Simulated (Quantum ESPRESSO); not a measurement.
# CsSnBr3 (Pm-3m) in Quantum ESPRESSO: further runs

Aim: see how the results for CsSnBr3 move with the level of theory and the settings. Levels: LDA, r2SCAN. Tasks: band structure.

Program: Quantum ESPRESSO 7.5. These are calculated values, not measurements. Logs are shortened: lines on timing, memory, paths and dates and some standing lists are left out, and cuts for length are marked.

**What was measured.**

“Influence of hidden halogen mobility on local structure of CsSn(Cl1−xBrx)3 mixed-halide perovskites by solid-state NMR”, 2020, pmc:8179406 reports, for a powder of CsSnBr3 at 300 K: band gap 1.79 eV (optical).

How close the calculation comes is told below.

### 1 The crystal as given

It takes space group Pm-3m (No. 221, cubic). The conventional cell has a = 5.839 Å, b = 5.839 Å, c = 5.839 Å, α = 90.00°, β = 90.00°, γ = 90.00°. Cs (site symmetry m-3m) has 12 Br at 4.13 Å as nearest neighbours. Sn (site symmetry m-3m) has 6 Br at 2.92 Å as nearest neighbours. Br (site symmetry 4/mmm) has 2 Sn at 2.92 Å as nearest neighbours.

The cell is a database's computed one.

### 2 Band structure, LDA

Input file pw.in:

```
&CONTROL
  calculation = 'scf'
  prefix = 'pwscf'
  outdir = './tmp'
  pseudo_dir = './pseudo'
  tprnfor = .true.
  tstress = .true.
  disk_io = 'low'
/
&SYSTEM
  ibrav = 0
  nat = 5
  ntyp = 3
  ecutwfc = 68
  ecutrho = 544
  nbnd = 31
  occupations = 'smearing'
  smearing = 'fd'
  degauss = 0.00367493
/
&ELECTRONS
  conv_thr = 1d-09
  electron_maxstep = 120
  mixing_beta = 0.5
/
ATOMIC_SPECIES
Cs   132.9055 cs_lda_v1.uspp.F.UPF
Sn   118.7100 sn_lda_v1.4.uspp.F.UPF
Br    79.9040 br_lda_v1.4.uspp.F.UPF
CELL_PARAMETERS angstrom
   5.8390056100    0.0000000000    0.0000000000
   0.0000000000    5.8390056100    0.0000000000
   0.0000000000    0.0000000000    5.8390056100
ATOMIC_POSITIONS crystal
Cs     0.0000000000    0.0000000000    0.0000000000
Sn     0.5000000000    0.5000000000    0.5000000000
Br     0.0000000000    0.5000000000    0.5000000000
Br     0.5000000000    0.5000000000    0.0000000000
Br     0.5000000000    0.0000000000    0.5000000000
K_POINTS automatic
5 5 5 0 0 0
```

Input file bands.in:

```
&CONTROL
  calculation = 'bands'
  prefix = 'pwscf'
  outdir = './tmp'
  pseudo_dir = './pseudo'
  disk_io = 'low'
  verbosity = 'high'
/
&SYSTEM
  ibrav = 0
  nat = 5
  ntyp = 3
  ecutwfc = 68
  ecutrho = 544
  nbnd = 31
  occupations = 'smearing'
  smearing = 'fd'
  degauss = 0.00367493
/
&ELECTRONS
  conv_thr = 1d-08
  electron_maxstep = 120
  mixing_beta = 0.5
  diago_full_acc = .true.
  startingwfc = 'random'
/
ATOMIC_SPECIES
Cs   132.9055 cs_lda_v1.uspp.F.UPF
Sn   118.7100 sn_lda_v1.4.uspp.F.UPF
Br    79.9040 br_lda_v1.4.uspp.F.UPF
CELL_PARAMETERS angstrom
   5.8390056100    0.0000000000    0.0000000000
   0.0000000000    5.8390056100    0.0000000000
   0.0000000000    0.0000000000    5.8390056100
ATOMIC_POSITIONS crystal
Cs     0.0000000000    0.0000000000    0.0000000000
Sn     0.5000000000    0.5000000000    0.5000000000
Br     0.0000000000    0.5000000000    0.5000000000
Br     0.5000000000    0.5000000000    0.0000000000
Br     0.5000000000    0.0000000000    0.5000000000
K_POINTS crystal
60
 0.0000000000  0.0000000000  0.0000000000 1
 0.0000000000  0.0714285714  0.0000000000 1
 0.0000000000  0.1428571429  0.0000000000 1
 0.0000000000  0.2142857143  0.0000000000 1
 0.0000000000  0.2857142857  0.0000000000 1
 0.0000000000  0.3571428571  0.0000000000 1
 0.0000000000  0.4285714286  0.0000000000 1
 0.0000000000  0.5000000000  0.0000000000 1
 0.0714285714  0.5000000000  0.0000000000 1
 0.1428571429  0.5000000000  0.0000000000 1
 0.2142857143  0.5000000000  0.0000000000 1
 0.2857142857  0.5000000000  0.0000000000 1
 0.3571428571  0.5000000000  0.0000000000 1
 0.4285714286  0.5000000000  0.0000000000 1
 0.5000000000  0.5000000000  0.0000000000 1
 0.4545454545  0.4545454545  0.0000000000 1
 0.4090909091  0.4090909091  0.0000000000 1
 0.3636363636  0.3636363636  0.0000000000 1
 0.3181818182  0.3181818182  0.0000000000 1
 0.2727272727  0.2727272727  0.0000000000 1
 0.2272727273  0.2272727273  0.0000000000 1
 0.1818181818  0.1818181818  0.0000000000 1
 0.1363636364  0.1363636364  0.0000000000 1
 0.0909090909  0.0909090909  0.0000000000 1
 0.0454545455  0.0454545455  0.0000000000 1
 0.0000000000  0.0000000000  0.0000000000 1
 0.0357142857  0.0357142857  0.0357142857 1
 0.0714285714  0.0714285714  0.0714285714 1
 0.1071428571  0.1071428571  0.1071428571 1
 0.1428571429  0.1428571429  0.1428571429 1
 0.1785714286  0.1785714286  0.1785714286 1
 0.2142857143  0.2142857143  0.2142857143 1
 0.2500000000  0.2500000000  0.2500000000 1
 0.2857142857  0.2857142857  0.2857142857 1
 0.3214285714  0.3214285714  0.3214285714 1
 0.3571428571  0.3571428571  0.3571428571 1
 0.3928571429  0.3928571429  0.3928571429 1
 0.4285714286  0.4285714286  0.4285714286 1
 0.4642857143  0.4642857143  0.4642857143 1
 0.5000000000  0.5000000000  0.5000000000 1
 0.4545454545  0.5000000000  0.4545454545 1
 0.4090909091  0.5000000000  0.4090909091 1
 0.3636363636  0.5000000000  0.3636363636 1
 0.3181818182  0.5000000000  0.3181818182 1
 0.2727272727  0.5000000000  0.2727272727 1
 0.2272727273  0.5000000000  0.2272727273 1
 0.1818181818  0.5000000000  0.1818181818 1
 0.1363636364  0.5000000000  0.1363636364 1
 0.0909090909  0.5000000000  0.0909090909 1
 0.0454545455  0.5000000000  0.0454545455 1
 0.0000000000  0.5000000000  0.0000000000 1
 0.5000000000  0.5000000000  0.0000000000 1
 0.5000000000  0.5000000000  0.0625000000 1
 0.5000000000  0.5000000000  0.1250000000 1
 0.5000000000  0.5000000000  0.1875000000 1
 0.5000000000  0.5000000000  0.2500000000 1
 0.5000000000  0.5000000000  0.3125000000 1
 0.5000000000  0.5000000000  0.3750000000 1
 0.5000000000  0.5000000000  0.4375000000 1
 0.5000000000  0.5000000000  0.5000000000 1
```

Potentials or basis: GBRV 1.5 LDA.

Started as:

```sh
$ OMP_NUM_THREADS=1 mpirun -n 2 pw.x -nk 2 -in pw.in > pw.out
$ OMP_NUM_THREADS=1 mpirun -n 2 pw.x -nk 2 -in bands.in > bands.out
```

pw.out:

```text
This program is part of the open-source Quantum ESPRESSO suite
     for quantum simulation of materials; please cite
[... 13 lines left out ...]
     --------------------
     sticks:   dense  smooth     PW     G-vecs:    dense   smooth      PW
     Sum        5249    2617    725               287777   101673   14771

     Using Slab Decomposition

     bravais-lattice index     =            0
     lattice parameter (alat)  =      11.0341  a.u.
     unit-cell volume          =    1343.4245 (a.u.)^3
     number of atoms/cell      =            5
     number of atomic types    =            3
     number of electrons       =        44.00
     number of Kohn-Sham states=           31
     kinetic-energy cutoff     =      68.0000  Ry
     charge density cutoff     =     544.0000  Ry
     scf convergence threshold =      1.0E-09
     mixing beta               =       0.5000
     number of iterations used =            8  plain     mixing
     Exchange-correlation=  SLA  PZ   NOGX NOGC
                           (   1   1   0   0   0   0   0)

     celldm(1)=  11.034121  celldm(2)=   0.000000  celldm(3)=   0.000000
     celldm(4)=   0.000000  celldm(5)=   0.000000  celldm(6)=   0.000000

     crystal axes: (cart. coord. in units of alat)
               a(1) = (   1.000000   0.000000   0.000000 )
               a(2) = (   0.000000   1.000000   0.000000 )
               a(3) = (   0.000000   0.000000   1.000000 )

     reciprocal axes: (cart. coord. in units 2 pi/alat)
               b(1) = (  1.000000  0.000000  0.000000 )
               b(2) = (  0.000000  1.000000  0.000000 )
               b(3) = (  0.000000  0.000000  1.000000 )

     PseudoPot. # 1 for Cs read from file:
     cs_lda_v1.uspp.F.UPF
     Pseudo is Ultrasoft + core correction, Zval =  9.0
     Generated by new atomic code, or converted to UPF format
     Using radial grid of  905 points,  6 beta functions with:
                l(1) =   0
                l(2) =   0
                l(3) =   1
                l(4) =   1
                l(5) =   2
                l(6) =   2
     Q(r) pseudized with  6 coefficients,  rinner =    1.500   1.500   1.500
                                                       1.500   1.500

     PseudoPot. # 2 for Sn read from file:
     sn_lda_v1.4.uspp.F.UPF
     Pseudo is Ultrasoft + core correction, Zval = 14.0
     Generated by new atomic code, or converted to UPF format
     Using radial grid of  891 points,  6 beta functions with:
                l(1) =   0
                l(2) =   0
                l(3) =   1
                l(4) =   1
                l(5) =   2
                l(6) =   2
     Q(r) pseudized with  8 coefficients,  rinner =    1.350   1.350   1.350
                                                       1.350   1.350

     PseudoPot. # 3 for Br read from file:
     br_lda_v1.4.uspp.F.UPF
     Pseudo is Ultrasoft + core correction, Zval =  7.0
     Generated by new atomic code, or converted to UPF format
     Using radial grid of  879 points,  6 beta functions with:
                l(1) =   0
                l(2) =   0
                l(3) =   1
                l(4) =   1
                l(5) =   2
                l(6) =   2
     Q(r) pseudized with  8 coefficients,  rinner =    1.100   1.100   1.100
                                                       1.100   1.100

     atomic species   valence    mass     pseudopotential
     Cs                9.00   132.90550     Cs( 1.00)
     Sn               14.00   118.71000     Sn( 1.00)
     Br                7.00    79.90400     Br( 1.00)

     48 Sym. Ops., with inversion, found

   Cartesian axes

     site n.     atom                  positions (alat units)
         1        Cs     tau(   1) = (   0.0000000   0.0000000   0.0000000  )
         2        Sn     tau(   2) = (   0.5000000   0.5000000   0.5000000  )
         3        Br     tau(   3) = (   0.0000000   0.5000000   0.5000000  )
         4        Br     tau(   4) = (   0.5000000   0.5000000   0.0000000  )
[... 43 lines left out ...]

     iteration #  6     ecut=    68.00 Ry     beta= 0.50
     Davidson diagonalization with overlap
     ethr =  1.18E-08,  avg # of iterations =  6.0

     total energy              =    -362.04389348 Ry
     estimated scf accuracy    <       0.00000042 Ry

     iteration #  7     ecut=    68.00 Ry     beta= 0.50
     Davidson diagonalization with overlap
     ethr =  9.54E-10,  avg # of iterations =  4.0

     total energy              =    -362.04389367 Ry
     estimated scf accuracy    <       0.00000005 Ry

     iteration #  8     ecut=    68.00 Ry     beta= 0.50
     Davidson diagonalization with overlap
     ethr =  1.08E-10,  avg # of iterations =  4.1

     End of self-consistent calculation

          k = 0.0000 0.0000 0.0000 ( 12797 PWs)   bands (ev):

   -18.0162 -17.8566 -17.8566 -17.8230 -17.8230 -17.8230 -11.4517 -10.9247
   -10.9247  -4.7487  -4.7487  -4.7487  -2.2153  -1.0413  -1.0413  -1.0413
     1.2366   1.2366   1.2366   1.3686   1.3686   1.3686   6.1088   7.2670
     7.2670   7.9849   7.9849   7.9849   9.0006   9.0006   9.0006

          k = 0.0000 0.0000 0.2000 ( 12745 PWs)   bands (ev):

   -18.0157 -17.8566 -17.8544 -17.8230 -17.8230 -17.8229 -11.4139 -10.9738
   -10.9240  -4.7439  -4.7434  -4.7434  -2.7551  -1.0109  -1.0109  -0.2172
     1.1807   1.1807   1.1839   1.3192   1.3192   1.3856   6.5139   7.5002
     7.5815   7.8210   8.1306   8.2174   8.2174   8.9947   8.9947

          k = 0.0000 0.0000 0.4000 ( 12709 PWs)   bands (ev):

   -18.0150 -17.8566 -17.8508 -17.8231 -17.8231 -17.8229 -11.3230 -11.0828
   -10.9228  -4.7365  -4.7348  -4.7348  -3.2117  -0.9583  -0.9583   0.4709
     1.0737   1.0737   1.1030   1.2565   1.2565   1.9482   5.9504   7.4064
     8.0734   8.2162   8.4267   8.4268   8.5296   9.4312   9.4951

          k = 0.0000 0.2000 0.2000 ( 12747 PWs)   bands (ev):

   -18.0153 -17.8555 -17.8533 -17.8231 -17.8230 -17.8230 -11.3776 -10.9916
   -10.9504  -4.7518  -4.7386  -4.7352  -3.1478  -0.9747  -0.5605   0.0126
     0.9558   1.1379   1.2499   1.2510   1.4272   1.4312   6.8241   7.4919
     7.5899   7.8431   7.8940   8.2030   8.4262   8.8821   8.9758

          k = 0.0000 0.2000 0.4000 ( 12736 PWs)   bands (ev):
[... 20 lines left out ...]
          k = 0.2000 0.2000 0.4000 ( 12708 PWs)   bands (ev):

   -18.0143 -17.8533 -17.8497 -17.8232 -17.8232 -17.8231 -11.2607 -11.0840
   -10.9888  -4.7548  -4.7529  -4.7319  -3.8418  -0.4533  -0.1769   0.3834
     0.7135   0.9135   1.3095   1.3836   1.4772   2.1878   5.6359   7.0952
     7.2056   7.8476   8.4021   8.5268   9.1745   9.2822   9.4598

          k = 0.2000 0.4000 0.4000 ( 12711 PWs)   bands (ev):

   -18.0138 -17.8515 -17.8479 -17.8233 -17.8232 -17.8232 -11.1873 -11.0939
   -11.0537  -4.7681  -4.7648  -4.7421  -4.1893  -0.2578   0.3303   0.5059
     0.6411   0.7919   1.3574   1.4017   1.6689   2.7627   5.3211   5.4907
     6.9524   8.0979   8.6799   8.6871   8.9395   9.1804   9.6705

          k = 0.4000 0.4000 0.4000 ( 12733 PWs)   bands (ev):

   -18.0132 -17.8479 -17.8479 -17.8233 -17.8233 -17.8233 -11.1454 -11.0914
   -11.0914  -4.7825  -4.7825  -4.7723  -4.5217   0.4180   0.4841   0.4841
     0.6838   0.6838   1.6443   1.6443   1.6932   3.2032   5.0420   5.0420
     5.4589   7.8188   8.5240   8.5240   8.5298   9.5933   9.5933

     the Fermi energy is     4.1054 ev

!    total energy              =    -362.04389368 Ry
     estimated scf accuracy    <          8.8E-10 Ry
     smearing contrib. (-TS)   =      -0.00000000 Ry
     internal energy E=F+TS    =    -362.04389368 Ry

     The total energy is F=E-TS. E is the sum of the following terms:
     one-electron contribution =    -125.72612743 Ry
     hartree contribution      =      81.56634939 Ry
     xc contribution           =    -149.95369456 Ry
     ewald contribution        =    -167.93042109 Ry

     convergence has been achieved in   8 iterations

     Forces acting on atoms (cartesian axes, Ry/au):

     atom    1 type  1   force =     0.00000000    0.00000000    0.00000000
     atom    2 type  2   force =     0.00000000    0.00000000    0.00000000
     atom    3 type  3   force =     0.00000000    0.00000000    0.00000000
     atom    4 type  3   force =     0.00000000    0.00000000    0.00000000
     atom    5 type  3   force =     0.00000000    0.00000000    0.00000000

     Total force =     0.000000     Total SCF correction =     0.000000

     Computing stress (Cartesian axis) and pressure

          total   stress  (Ry/bohr**3)                   (kbar)     P=      -20.59
  -0.00013995   0.00000000   0.00000000          -20.59        0.00        0.00
   0.00000000  -0.00013995   0.00000000            0.00      -20.59        0.00
   0.00000000   0.00000000  -0.00013995            0.00        0.00      -20.59

=------------------------------------------------------------------------------=
   JOB DONE.
=------------------------------------------------------------------------------=
```

Wall time 5.1 min (2 MPI ranks of Intel Xeon 6975P-C (Granite Rapids), shared host); peak memory 1.3 GiB.

Results:

- Free energy: -4925.8581 eV
- Pressure: -2.1 GPa
- Band gap along the path: 0.44 eV, direct

Levels at the corners of the path, in eV from the valence-band top:
| point | band 19 | band 20 | band 21 | band 22 | band 23 | band 24 | band 25 | band 26 |
| --- | --- | --- | --- | --- | --- | --- | --- | --- |
| Γ | -2.89 | -2.75 | -2.75 | -2.75 | 1.99 | 3.14 | 3.14 | 3.86 |
| X | -3.03 | -2.88 | -2.88 | -1.94 | 1.46 | 3.49 | 4.10 | 4.23 |
| M | -3.16 | -3.16 | -2.39 | -0.95 | 0.99 | 0.99 | 3.90 | 4.30 |
| Γ | -2.89 | -2.75 | -2.75 | -2.75 | 1.99 | 3.14 | 3.14 | 3.86 |
| R | -2.37 | -2.37 | -2.37 | 0.00 | 0.44 | 0.44 | 0.44 | 3.53 |
| X | -3.03 | -2.88 | -2.88 | -1.94 | 1.46 | 3.49 | 4.10 | 4.23 |
| M | -3.16 | -3.16 | -2.39 | -0.95 | 0.99 | 0.99 | 3.90 | 4.30 |
| R | -2.37 | -2.37 | -2.37 | 0.00 | 0.44 | 0.44 | 0.44 | 3.53 |

Caveat: some levels on the path didn't converge; spin-orbit coupling is left out, which moves the levels of the heavy elements.

### 3 Band structure, r2SCAN

pw.in, as its differences from that of step 2:

```diff
@@ -13,5 +13,5 @@
   ntyp = 3
-  ecutwfc = 68
-  ecutrho = 544
+  ecutwfc = 70
   nbnd = 31
+  input_dft = 'r2scan'
   occupations = 'smearing'
@@ -19,5 +19,6 @@
   degauss = 0.00367493
+  nosym = .true.
 /
 &ELECTRONS
-  conv_thr = 1d-09
+  conv_thr = 1d-08
   electron_maxstep = 120
@@ -26,5 +27,5 @@
 ATOMIC_SPECIES
-Cs   132.9055 cs_lda_v1.uspp.F.UPF
-Sn   118.7100 sn_lda_v1.4.uspp.F.UPF
-Br    79.9040 br_lda_v1.4.uspp.F.UPF
+Cs   132.9055 Cs_ONCV_PBE-1.2.upf
+Sn   118.7100 Sn_ONCV_PBE-1.2.upf
+Br    79.9040 Br_ONCV_PBE-1.2.upf
 CELL_PARAMETERS angstrom
```

bands.in, as its differences from that of step 2:

```diff
@@ -12,5 +12,5 @@
   ntyp = 3
-  ecutwfc = 68
-  ecutrho = 544
+  ecutwfc = 70
   nbnd = 31
+  input_dft = 'r2scan'
   occupations = 'smearing'
@@ -18,2 +18,3 @@
   degauss = 0.00367493
+  nosym = .true.
 /
@@ -27,5 +28,5 @@
 ATOMIC_SPECIES
-Cs   132.9055 cs_lda_v1.uspp.F.UPF
-Sn   118.7100 sn_lda_v1.4.uspp.F.UPF
-Br    79.9040 br_lda_v1.4.uspp.F.UPF
+Cs   132.9055 Cs_ONCV_PBE-1.2.upf
+Sn   118.7100 Sn_ONCV_PBE-1.2.upf
+Br    79.9040 Br_ONCV_PBE-1.2.upf
 CELL_PARAMETERS angstrom
```

Potentials or basis: SG15 PBE 1.2.

Started as:

```sh
$ OMP_NUM_THREADS=1 mpirun -n 2 pw.x -nk 2 -in pw.in > pw.out
$ OMP_NUM_THREADS=1 mpirun -n 2 pw.x -nk 2 -in bands.in > bands.out
```

Run time: 19 min. Hardware: 2 MPI ranks of Intel Xeon 6975P-C (Granite Rapids), shared host; peak memory 0.84 GiB.

Results (log left out):

```
Free energy             : -3289.9260 eV
Pressure                : -0.5 GPa
Band gap along the path : 0.84 eV, direct
```

Levels at the corners of the path, in eV from the valence-band top:
```tsv
point	band 20	band 21	band 22	band 23	band 24	band 25
Γ	-2.85	-2.85	-2.85	2.81	3.79	3.79
X	-2.97	-2.97	-1.97	1.80	4.27	4.82
M	-3.23	-2.48	-0.96	1.35	1.35	4.39
Γ	-2.85	-2.85	-2.85	2.81	3.79	3.79
R	-2.47	-2.47	0.00	0.84	0.84	0.84
X	-2.97	-2.97	-1.97	1.80	4.27	4.82
M	-3.23	-2.48	-0.96	1.35	1.35	4.39
R	-2.47	-2.47	0.00	0.84	0.84	0.84
```

Caveat: the potentials were made for another functional, which shifts forces and pressure; some levels on the path didn't converge; spin-orbit coupling is left out, which moves the levels of the heavy elements.

### 4 For comparison

An earlier run on the cell as given: functional PBE; potentials or basis SSSP 1.3 efficiency PBE; cutoff 816 eV; density cutoff 6531 eV; k mesh 5 × 5 × 5; occupations fermi-dirac, width 0.05 eV; no spin polarisation.

- Pressure: 0.5 GPa
- Band gap on the k mesh: 1.88 eV, direct

### 5 Summary

| task | level | potentials or basis | cutoff (eV) | form of the LDA correlation | SCF threshold | symmetry | pressure (GPa) |
| --- | --- | --- | --- | --- | --- | --- | --- |
| band structure | LDA | GBRV 1.5 LDA | 925 | PZ81 | 1e-09 Ry | - | -2.1 |
| band structure | r2SCAN | SG15 PBE 1.2 | 952 | - | 1e-08 Ry | off | -0.5 |
| single point | PBE | SSSP 1.3 efficiency PBE | 816 | - | 1e-09 Ry | - | 0.5 |

Alike in all rows: no spin polarisation; cell as given; k mesh 5 × 5 × 5; smearing fermi-dirac 0.05 eV.

Caveats: spin-orbit coupling is left out, which moves the levels of the heavy elements; some levels on the path didn't converge (some runs); the potentials were made for another functional, which shifts forces and pressure (some runs); an odd mesh through Γ misses points on the zone boundary, where band edges often lie (some runs).

Absolute energies hang on the potentials; compare differences alone.

### 6 Against experiment

Step 2. A measured gap of CsSnBr3 is 1.79 eV (optical; 300 K; powder; “Influence of hidden halogen mobility on local structure of CsSn(Cl1−xBrx)3 mixed-halide perovskites by solid-state NMR”, 2020, pmc:8179406); the calculated 0.44 eV misses it by -1.35 eV. So large a miss can be the level of theory's own, or it may mean another phase, state or a wrong row. Spin-orbit coupling on Br, Cs, Sn is left out. The value is that of LDA, without temperature or zero-point motion. Semilocal functionals fall short of measured gaps as a rule. The cell is a database's relaxed one, not the measured one, which moves gaps too.

Step 3. Measured gap of CsSnBr3: 1.79 eV (optical; 300 K; powder; “Influence of hidden halogen mobility on local structure of CsSn(Cl1−xBrx)3 mixed-halide perovskites by solid-state NMR”, 2020, pmc:8179406). This calculation gives 0.84 eV (-0.95 eV). Spin-orbit coupling on Br, Cs, Sn is left out. The value is that of r2SCAN, without temperature or zero-point motion. The cell is a database's relaxed one, not the measured one, which moves gaps too.
